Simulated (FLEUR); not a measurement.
The system is MnO.

```xyz
2
Lattice="0.0000 2.2239 2.2239 2.2239 0.0000 2.2239 2.2239 2.2239 0.0000" Properties=species:S:1:pos:R:3 pbc="T T T"
Mn    0.0000    0.0000    0.0000
O     2.2239    2.2239    2.2239
```

The cell is a database's computed one.

Base run:

```yaml
Program: FLEUR MaX-R8.1 (later development tree)
Functional: PBEsol
Potentials_or_basis: all-electron
Basis: FLAPW
Kmax: 4.5 1/bohr
k_mesh: 8 × 8 × 8
Occupations: fermi-dirac, width 0.05 eV
Spin: collinear spin, ferromagnetic start
Starting_moments: "[4.0, 0.0] μB"
Hubbard_terms: Mn d U = 5 eV
```

Its results: band gap on the k mesh 0.21 eV, indirect (least direct gap 2.59 eV); net moment 5.00 μB per cell; site moments Mn +4.55; O +0.16 μB.

**Question.** The run is repeated on the same cell with these changes: hubbard terms from Mn d U = 5 eV to Mn d U = 6 eV. What comes out?

**Answer.** Band gap on the k mesh 0.39 eV, indirect (least direct gap 2.59 eV); net moment 5.00 μB per cell; site moments Mn +4.57; O +0.14 μB.

Caveats: a cell with one magnetic atom can't hold antiferromagnetic order, which such compounds often take.

A k mesh can miss the band edges.

Not every run made on this cell is shown here.
